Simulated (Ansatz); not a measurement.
KCl in the rocksalt structure, relaxed with r2SCAN in Ansatz. The symmetry is Fm-3m (No. 225, cubic); a = 6.290 Å in the conventional setting, 31.10 Å³ an atom. K is surrounded by 6 Cl at 3.14 Å; Cl is surrounded by 6 K at 3.14 Å.

The axes x, y and z are those of this cell:
```
CELL_PARAMETERS angstrom
0.00000 3.14485 3.14485
3.14485 0.00000 3.14485
3.14485 3.14485 0.00000
ATOMIC_POSITIONS crystal
K 0.00000 0.00000 0.00000
Cl 0.50000 0.50000 0.50000
```

Unstrained: PBE gives a direct gap of 5.194 eV at Γ. r2SCAN gives a direct gap of 5.831 eV at Γ. The HSE06 gap is direct at Γ: 6.505 eV. Meshes: PBE 8×8×8, r2SCAN 8×8×8, HSE06 6×6×6. Strains are changes of length per length. After each strain the atoms were relaxed again with r2SCAN within the symmetry that the strain leaves, so tilts or polar shifts that break it weren't tested; points keep the names that they have in the unstrained zone. (Simulation; spin polarisation is off.)

(1) Apply uniaxial +5.81 % along x, other directions held. How far does the gap move, against the unstrained cell?

(2) One strain changed the r2SCAN stress by xx +0.65, yy +0.65, zz +0.65, xy +0.12, xz +0.12, yz +0.12 GPa (compression positive) and the gap by +0.068 eV (PBE), +0.070 eV (r2SCAN), +0.074 eV (HSE06). Which kind of strain was it, and roughly how large?

(3) Estimate what epitaxial +5.25 % in the xy plane, free normal strain -1.28 % does to the gap.

## Answers

(1) PBE: the gap goes from 5.194 to 4.990 eV (-0.204 eV); with r2SCAN the top three valence levels at Γ, degenerate before, become 2+1 from the top over 27 meV. r2SCAN: the gap goes from 5.831 to 5.619 eV (-0.212 eV). HSE06: the gap goes from 6.505 to 6.288 eV (-0.217 eV). The r2SCAN energy rises by 11.3 meV an atom.

(2) Uniaxial -3.11 % along [111], other directions held. The pattern of the stress gives the kind; the size needs the stiffness, so it is an estimate.

(3) PBE: the gap goes from 5.194 to 4.876 eV (-0.318 eV); with r2SCAN the top three valence levels at Γ, degenerate before, become 1+2 from the top over 28 meV. r2SCAN: the gap goes from 5.831 to 5.501 eV (-0.330 eV). HSE06: the gap goes from 6.505 to 6.169 eV (-0.336 eV). The r2SCAN energy rises by 21.0 meV an atom.

The meshes of the hybrids are coarse, so their gaps aren't converged to the digits shown.

The splittings at Γ are without spin-orbit coupling, which regroups them where it is of like size or larger.
